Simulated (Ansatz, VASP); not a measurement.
# Two plane-wave programs on InSb

```
CELL_PARAMETERS angstrom
0.00000 3.25993 3.25993
3.25993 0.00000 3.25993
3.25993 3.25993 0.00000
ATOMIC_POSITIONS crystal
In 0.00000 0.00000 0.00000
Sb 0.75000 0.75000 0.75000
```

Alike in both runs: functional PBEsol; k mesh 12 × 12 × 12; occupations gaussian, width 0.1 eV; no spin polarisation.

Ansatz relaxed the structure, and its values are those at the end. VASP's run is a single point on that final structure, the one shown.

```csv
,VASP,Ansatz
version,VASP 6.6.1,Ansatz 0.2.0
potentials or method,"VASP PAW PBE potentials, release 64 (In_d, Sb)","scalar-relativistic, plane waves, PAW"
plane-wave cutoff (eV),520,420
valence electrons in the cell,18,28
```

|  | VASP | Ansatz | Ansatz less VASP |
| --- | --- | --- | --- |
| gap on the k mesh at the Fermi level (eV) | none | none | - |
| pressure (GPa) | 0.0 | 0.0 | -0.02 |

A gap of «none» marks a metal or a gap that the smearing closes. With one functional, cell and mesh, what is left measures potentials, basis and numerics. The two sets of potentials don't hold the same shells in valence.

Caveats: the PAW data sets were made with another functional, which shifts forces and pressure a little (VASP); this crystal is a semiconductor, whose small gap the functional closes, so the metal is an error of the method. Spin-orbit coupling is left out, which matters for the levels of Sb.
